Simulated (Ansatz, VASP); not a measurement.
# BAs in two plane-wave programs, part 2 of 2

Aim: how closely do two programs agree when they are given the same cell, functional and k mesh?

VASP 6.6.1 and Ansatz 0.2.0.

So far: The structure; Ansatz: dielectric response, LDA.

## 3. VASP: dielectric response, LDA

Level of this step: LDA; plane waves and PAW (B, As) (VASP).

The same cell, functional (in two slightly different forms) and mesh now go to VASP, with its own data sets and cutoff.

Lines of VASP's logs that name or quote its potential files are left out, and so is its time.

Input file INCAR:

```
SYSTEM = BAs
PREC = Accurate
ENCUT = 450
EDIFF = 1E-08
NELM = 120
ISMEAR = 0
SIGMA = 0.02
LREAL = .FALSE.
ALGO = Normal
GGA = CA
NBANDS = 10
LASPH = .TRUE.
LWAVE = .FALSE.
LCHARG = .FALSE.
KPAR = 12
LEPSILON = .TRUE.
```

Input file POSCAR:

```
BAs
1.0
    0.0000000000      2.3885000000      2.3885000000
    2.3885000000      0.0000000000      2.3885000000
    2.3885000000      2.3885000000      0.0000000000
B As
1 1
Direct
    0.0000000000      0.0000000000      0.0000000000
    0.2500000000      0.2500000000      0.2500000000
```

Input file KPOINTS:

```
Automatic mesh
0
Gamma
12 12 12
0 0 0
```

Potentials, in the order of the species: B and As (LDA family, release 64).

Command:

```sh
$ mpirun -np 12 vasp_std
```

Numbers of over 12 decimals in the logs are rounded to 6 here.

Output:

```text
[banner, memory and clock lines left out]
running   12 mpi-ranks, on    1 nodes
 distrk:  each k-point on    1 cores,   12 groups
 distr:  one band on    1 cores,    1 groups

 POSCAR found type information on POSCAR B As
 POSCAR found :  2 types and       2 ions
|                                                                             |
|           W    W    AA    RRRRR   N    N  II  N    N   GGGG   !!!           |
|           W    W   A  A   R    R  NN   N  II  NN   N  G    G  !!!           |
|           W    W  A    A  R    R  N N  N  II  N N  N  G       !!!           |
|           W WW W  AAAAAA  RRRRR   N  N N  II  N  N N  G  GGG   !            |
|           WW  WW  A    A  R   R   N   NN  II  N   NN  G    G                |
|           W    W  A    A  R    R  N    N  II  N    N   GGGG   !!!           |
|                                                                             |
|     For optimal performance we recommend to set                             |
|       NCORE = 2 up to number-of-cores-per-socket                            |
|     NCORE specifies how many cores store one orbital (NPAR=cpu/NCORE).      |
|     This setting can greatly improve the performance of VASP for DFT.       |
|     The default, NCORE=1 might be grossly inefficient on modern             |
|     multi-core architectures or massively parallel machines. Do your        |
|     Unfortunately you need to use the default for GW and RPA                |
|     calculations (for HF NCORE is supported but not extensively tested      |
|     yet).                                                                   |
|                                                                             |

 LDA part: xc-table for (Slater(with rela. corr.)+CA(PZ))
 , standard interpolation
 POSCAR, INCAR and KPOINTS ok, starting setup
 FFT: planning ... GRIDC
 FFT: planning ... GRID_SOFT
 FFT: planning ... GRID
 WAVECAR not read
 entering main loop
       N       E                     dE             d eps       ncg     rms          rms(c)
DAV:   1     0.893665280850E+01    0.89367E+01   -0.35778E+03  1440   0.632E+02
DAV:   2    -0.130780890175E+02   -0.22015E+02   -0.21340E+02  2060   0.101E+02
DAV:   3    -0.136413621107E+02   -0.56327E+00   -0.56214E+00  1714   0.159E+01
DAV:   4    -0.136430975577E+02   -0.17354E-02   -0.17352E-02  1738   0.971E-01
DAV:   5    -0.136431007001E+02   -0.31424E-05   -0.31422E-05  1706   0.401E-02    0.501E+00
DAV:   6    -0.130131242219E+02    0.62998E+00   -0.17491E+00  1546   0.570E+00    0.237E+00
DAV:   7    -0.129337349471E+02    0.79389E-01   -0.19355E-01  1762   0.235E+00    0.886E-01
DAV:   8    -0.129205953788E+02    0.13140E-01   -0.24323E-02  1570   0.860E-01    0.101E-01
DAV:   9    -0.129206195191E+02   -0.24140E-04   -0.71942E-04  1650   0.178E-01    0.568E-02
DAV:  10    -0.129206263734E+02   -0.68543E-05   -0.84890E-05  1568   0.549E-02    0.138E-02
DAV:  11    -0.129206277964E+02   -0.14230E-05   -0.15188E-06  1750   0.917E-03    0.124E-02
DAV:  12    -0.129206276242E+02    0.17220E-06   -0.84022E-07  1608   0.403E-03    0.278E-03
DAV:  13    -0.129206276285E+02   -0.42531E-08   -0.30663E-08  1650   0.127E-03
   1 F= -.12920628E+02 E0= -.12920628E+02  d E =-.185969E-33
 Linear response reoptimize wavefunctions to high precision
DAV:   1    -0.129206276288E+02   -0.33498E-09   -0.57096E-09  1604   0.350E-04
DAV:   2    -0.129206276288E+02   -0.11823E-10   -0.13609E-10   896   0.968E-05
 Linear response G [H, r] |phi>, progress :
  Direction:   1
       N       E                     dE             d eps       ncg     rms
RMM:   1    -0.477047127139E+02   -0.47705E+02   -0.62237E+01  3650   0.457E+01
RMM:   2    -0.365337335858E+02    0.11171E+02   -0.30640E+00  2379   0.111E+01
RMM:   3    -0.365304388242E+02    0.32948E-02   -0.42539E-02  2488   0.906E-01
RMM:   4    -0.365288208055E+02    0.16180E-02   -0.19856E-03  2542   0.100E-01
RMM:   5    -0.365286686303E+02    0.15218E-03   -0.18146E-04  2552   0.118E-02
RMM:   6    -0.365286527867E+02    0.15844E-04   -0.17857E-05  2566   0.182E-03
RMM:   7    -0.365286511665E+02    0.16202E-05   -0.14843E-06  2374   0.459E-04
RMM:   8    -0.365286509359E+02    0.23052E-06    0.36564E-08  2199   0.297E-04
RMM:   9    -0.365286508782E+02    0.57697E-07   -0.51145E-06  2006   0.280E-04
RMM:  10    -0.365286507208E+02    0.15739E-06    0.68607E-06  1788   0.281E-04
RMM:  11    -0.365286506085E+02    0.11237E-06    0.52071E-06  1618   0.282E-04
 Linear response G [H, r] |phi>, progress :
  Direction:   2
       N       E                     dE             d eps       ncg     rms
RMM:   1    -0.466176326011E+02   -0.46618E+02   -0.83791E+01  3645   0.435E+01
RMM:   2    -0.381176601324E+02    0.85000E+01   -0.20531E+00  2359   0.963E+00
RMM:   3    -0.381250011231E+02   -0.73410E-02   -0.30948E-02  2511   0.736E-01
RMM:   4    -0.381236047611E+02    0.13964E-02   -0.18488E-03  2545   0.808E-02
RMM:   5    -0.381234578807E+02    0.14688E-03   -0.17545E-04  2574   0.964E-03
RMM:   6    -0.381234424630E+02    0.15418E-04   -0.17503E-05  2539   0.156E-03
RMM:   7    -0.381234408796E+02    0.15834E-05   -0.12730E-06  2347   0.429E-04
RMM:   8    -0.381234407014E+02    0.17814E-06    0.43604E-07  2206   0.293E-04
RMM:   9    -0.381234406985E+02    0.29701E-08    0.20117E-06  2051   0.279E-04
[...]
RMM:   5    -0.223194069831E+02   -0.48653E-05    0.15429E-08  2533   0.129E-02
RMM:   6    -0.223194075706E+02   -0.58742E-06    0.17937E-06  2545   0.186E-03
RMM:   7    -0.223194076436E+02   -0.73027E-07    0.51745E-06  2309   0.405E-04
RMM:   8    -0.223194076315E+02    0.12105E-07    0.38700E-06  2103   0.215E-04
RMM:   9    -0.223194076316E+02   -0.87041E-10    0.49072E-06  1894   0.196E-04
RMM:  10    -0.223194076295E+02    0.21142E-08    0.31647E-06  1690   0.196E-04
RMM:  11    -0.223194076237E+02    0.57324E-08   -0.55690E-07  1524   0.196E-04
 Linear response to external field (no local field effect), progress :
  Direction:   1
       N       E                     dE             d eps       ncg     rms          rms(c)
RMM:   1    -0.841055551268E+00   -0.84106E+00   -0.38968E+00  3285   0.335E+00
RMM:   2    -0.860842290703E+00   -0.19787E-01   -0.88348E-03  2396   0.458E-01
RMM:   3    -0.860872999268E+00   -0.30709E-04   -0.50157E-05  2440   0.297E-02
RMM:   4    -0.860873288364E+00   -0.28910E-06   -0.42102E-07  2472   0.254E-03
RMM:   5    -0.860873286377E+00    0.19872E-08   -0.12050E-08  2275   0.250E-04
 change of polarisation eV/A/(eV/A) component  1 :     1.722     0.944     0.196
 dielectric tensor                  component  1 :    12.432     6.266     1.298
 Linear response to external field (no local field effect), progress :
  Direction:   2
       N       E                     dE             d eps       ncg     rms          rms(c)
RMM:   1    -0.855049500719E+00   -0.85505E+00   -0.39189E+00  3260   0.340E+00
RMM:   2    -0.875378932932E+00   -0.20329E-01   -0.96207E-03  2387   0.470E-01
RMM:   3    -0.875413200554E+00   -0.34268E-04   -0.55324E-05  2453   0.306E-02
RMM:   4    -0.875413516326E+00   -0.31577E-06   -0.44654E-07  2471   0.265E-03
RMM:   5    -0.875413515081E+00    0.12454E-08   -0.10565E-08  2276   0.257E-04
 change of polarisation eV/A/(eV/A) component  2 :     0.943     1.751    -0.263
 dielectric tensor                  component  2 :     6.264    12.625    -1.747
 Linear response to external field (no local field effect), progress :
  Direction:   3
       N       E                     dE             d eps       ncg     rms          rms(c)
RMM:   1    -0.334431232228E+00   -0.33443E+00   -0.14571E+00  3177   0.229E+00
RMM:   2    -0.342903398860E+00   -0.84722E-02   -0.33197E-03  2370   0.312E-01
RMM:   3    -0.342922111190E+00   -0.18712E-04   -0.19196E-05  2417   0.213E-02
RMM:   4    -0.342922249898E+00   -0.13871E-06   -0.14825E-07  2453   0.187E-03
RMM:   5    -0.342922251511E+00   -0.16131E-08   -0.37589E-09  2185   0.196E-04
 change of polarisation eV/A/(eV/A) component  3 :     0.196    -0.263     0.686
 dielectric tensor                  component  3 :     1.302    -1.747     5.554
 Linear response to external field, progress :
  Direction:   1
       N       E                     dE             d eps       ncg     rms          rms(c)
RMM:   1    -0.676887073571E+00   -0.67689E+00   -0.30913E+00 12665   0.301E+00
RMM:   2    -0.693041392738E+00   -0.16154E-01   -0.72454E-03  9271   0.413E-01    0.127E+00
RMM:   3    -0.677177234494E+00    0.15864E-01   -0.65502E-03  9445   0.462E-01    0.731E-01
RMM:   4    -0.699568354059E+00   -0.22391E-01   -0.86090E-03  9273   0.548E-01    0.729E-02
RMM:   5    -0.702891320512E+00   -0.33230E-02   -0.13742E-04  9574   0.740E-02    0.885E-03
RMM:   6    -0.703014466095E+00   -0.12315E-03   -0.85526E-07  9737   0.689E-03    0.465E-03
RMM:   7    -0.703078135521E+00   -0.63669E-04   -0.17896E-07  9706   0.302E-03    0.300E-04
RMM:   8    -0.703087071474E+00   -0.89360E-05    0.50589E-10  9984   0.237E-04    0.113E-04
RMM:   9    -0.703083795933E+00    0.32755E-05    0.44201E-09  8785   0.987E-05    0.246E-05
RMM:  10    -0.703083997258E+00   -0.20133E-06    0.14274E-08  5558   0.238E-05    0.354E-06
 change of polarisation eV/A/(eV/A) component  1 :     1.320     0.344     0.212
 dielectric tensor                  component  1 :     9.764     2.285     1.410
 Linear response to external field, progress :
  Direction:   2
       N       E                     dE             d eps       ncg     rms          rms(c)
RMM:   1    -0.676889352957E+00   -0.67689E+00   -0.30914E+00 12665   0.301E+00
RMM:   2    -0.693042623827E+00   -0.16153E-01   -0.71928E-03  9265   0.413E-01    0.127E+00
RMM:   3    -0.677178108851E+00    0.15865E-01   -0.65257E-03  9445   0.462E-01    0.731E-01
RMM:   4    -0.699570641322E+00   -0.22393E-01   -0.85889E-03  9278   0.547E-01    0.729E-02
RMM:   5    -0.702890867694E+00   -0.33202E-02   -0.13727E-04  9574   0.740E-02    0.885E-03
RMM:   6    -0.703014622314E+00   -0.12375E-03   -0.83671E-07  9734   0.689E-03    0.466E-03
RMM:   7    -0.703078279930E+00   -0.63658E-04   -0.17946E-07  9721   0.302E-03    0.300E-04
RMM:   8    -0.703087221792E+00   -0.89419E-05   -0.86992E-10  9962   0.238E-04    0.113E-04
RMM:   9    -0.703083942177E+00    0.32796E-05   -0.21611E-09  8804   0.991E-05    0.248E-05
RMM:  10    -0.703084148590E+00   -0.20641E-06    0.37431E-09  5559   0.240E-05    0.388E-06
 change of polarisation eV/A/(eV/A) component  2 :     0.285     1.320     0.211
 dielectric tensor                  component  2 :     1.890     9.764     1.401
 Linear response to external field, progress :
  Direction:   3
       N       E                     dE             d eps       ncg     rms          rms(c)
RMM:   1    -0.676901844713E+00   -0.67690E+00   -0.30915E+00 12663   0.301E+00
RMM:   2    -0.693041340088E+00   -0.16139E-01   -0.72404E-03  9270   0.413E-01    0.127E+00
RMM:   3    -0.677177310373E+00    0.15864E-01   -0.65522E-03  9445   0.462E-01    0.731E-01
RMM:   4    -0.699568313591E+00   -0.22391E-01   -0.86108E-03  9274   0.548E-01    0.729E-02
RMM:   5    -0.702891422135E+00   -0.33231E-02   -0.13731E-04  9574   0.740E-02    0.886E-03
RMM:   6    -0.703014592983E+00   -0.12317E-03   -0.86524E-07  9734   0.689E-03    0.465E-03
RMM:   7    -0.703078246368E+00   -0.63653E-04   -0.18326E-07  9711   0.301E-03    0.299E-04
RMM:   8    -0.703087169057E+00   -0.89227E-05    0.56746E-10  9959   0.237E-04    0.113E-04
RMM:   9    -0.703083897989E+00    0.32711E-05    0.92103E-10  8799   0.989E-05    0.248E-05
RMM:  10    -0.703084107707E+00   -0.20972E-06   -0.10877E-08  5530   0.236E-05    0.417E-06
 change of polarisation eV/A/(eV/A) component  3 :     0.235     0.322     1.320
 dielectric tensor                  component  3 :     1.559     2.135     9.764
 Born effective charges drift removed
```

Parts of OUTCAR (step 3):

```text
ion  position               nearest neighbor table
   1  0.000  0.000  0.000-   2 2.07   2 2.07   2 2.07   2 2.07
   2  0.250  0.250  0.250-   1 2.07   1 2.07   1 2.07   1 2.07

  LATTYP: Found a face centered cubic cell.
 ALAT       =     4.7770000000

 Subroutine GETGRP returns: Found 24 space group operations
 (whereof 24 operations were pure point group operations)

The static configuration has the point symmetry T_d .

 Found     72 irreducible k-points:

   k-points           NKPTS =     72   k-points in BZ     NKDIM =     72   number of bands    NBANDS=     10

   dimension x,y,z NGX =    24 NGY =   24 NGZ =   24
   dimension x,y,z NGXF=    48 NGYF=   48 NGZF=   48

   ENCUT  =  450.0 eV  33.07 Ry    5.75 a.u.   5.84  5.84  5.84*2*pi/ulx,y,z

   NELECT =       8.0000    total number of electrons

 k-points in reciprocal lattice and weights: Automatic mesh
   0.00000000  0.00000000  0.00000000       0.001
   0.08333333  0.00000000  0.00000000       0.005
   0.16666667  0.00000000  0.00000000       0.005
   0.25000000  0.00000000  0.00000000       0.005
   0.33333333  0.00000000  0.00000000       0.005
   0.41666667  0.00000000  0.00000000       0.005
   0.50000000  0.00000000  0.00000000       0.002
   0.08333333  0.08333333  0.00000000       0.003
   0.16666667  0.08333333  0.00000000       0.014
[...]
-0.33333333  0.50000000  0.16666667       0.007
  -0.25000000  0.50000000  0.25000000       0.003

 average (electrostatic) potential at core
       1 -31.9511       2 -51.9954

  Total       -0.5225973     -0.5225973     -0.5225973     -0.0000000     -0.0000000      0.0000000
  in kB      -30.7235947    -30.7235947    -30.7235947     -0.0000000     -0.0000000      0.0000000
  external PRESSURE =     -30.7235947 kB  Pullay stress =       0.0000000 kB

  energy-cutoff  :      450.00
  volume of cell :       27.25
      direct lattice vectors                 reciprocal lattice vectors
     0.000000000  2.388500000  2.388500000    -0.209336404  0.209336404  0.209336404
     2.388500000  0.000000000  2.388500000     0.209336404 -0.209336404  0.209336404
     2.388500000  2.388500000  0.000000000     0.209336404  0.209336404 -0.209336404

 POSITION                                       TOTAL-FORCE (eV/Angst)
 -----------------------------------------------------------------------------------
      0.00000      0.00000      0.00000        -0.000000     -0.000000     -0.000000
      1.19425      1.19425      1.19425         0.000000      0.000000      0.000000
 -----------------------------------------------------------------------------------
    total drift:                                0.000000      0.000000      0.000000

 MACROSCOPIC STATIC DIELECTRIC TENSOR (including local field effects in DFT)
 ------------------------------------------------------
           9.764466     0.000000     0.000000
           0.000000     9.764466     0.000000
           0.000000     0.000000     9.764466
 ------------------------------------------------------

 PIEZOELECTRIC TENSOR (including local field effects)  for field in x, y, z        (C/m^2)
          XX          YY          ZZ          XY          YZ          ZX
  --------------------------------------------------------------------------------
  x    -0.00000     0.00000    -0.00000     0.00000     0.08851     0.00000
  y     0.00000     0.00000     0.00000     0.00000     0.00000     0.08851
  z     0.00000     0.00000    -0.00000     0.08851     0.00000     0.00000

 BORN EFFECTIVE CHARGES (including local field effects) (in |e|, cummulative output)
 ---------------------------------------------------------------------------------
 ion    1
    1    -0.49708    -0.00000     0.00000
    2     0.00000    -0.49708     0.00000
    3     0.00000    -0.00000    -0.49708
 ion    2
    1     0.49708     0.00000    -0.00000
    2    -0.00000     0.49708     0.00000
    3     0.00000     0.00000     0.49708
```

Energies printed during the response cycles are not total energies of the cell.

## 4. Comparison

Known differences besides the potentials themselves: the two LDA forms differ slightly; VASP's response is taken on the typed mesh, Ansatz refines its own for the field response alone; the data sets hold 18 valence electrons in Ansatz (default PAW (the set named soft_2) files) and 8 in VASP; the cutoff is 420 eV in Ansatz and 450 eV in VASP; VASP's log shows a relativistic correction to its local exchange, Ansatz's none. Total energies have different zeros and are not compared.

Both answers:

```csv
quantity,Ansatz,VASP,difference
ε∞ xx,9.77,9.76,+0.09 %
ε∞ yy,9.77,9.76,+0.09 %
ε∞ zz,9.77,9.76,+0.09 %
Born charge of B1 (mean of the diagonal) (e),-0.46,-0.50,+0.04
Born charge of As2 (mean of the diagonal) (e),0.46,0.50,-0.04
```

## 5. Results

* difference in ε∞ xx (dielectric response, LDA): 0.090 %

The difference in ε∞ xx is 0.090 % (dielectric response, LDA), within the 5 % picked in this series as the mark of a large difference. Such differences can come from data sets, numerical settings and the points named under the comparisons, not from the functional's error against experiment.

[Lines on the potential files, build, host, timing and source positions are cut from VASP's logs without a mark.]

[Logs are printed without paths, hosts, clocks, repeated set-up lines and the standing remarks that a program may print on its own settings, such as how far it seeks lower states.]

[Hosts, paths, dates, database ids (printed as entryN), source tags and the programs' standing remarks are cut or masked in the printed files.]
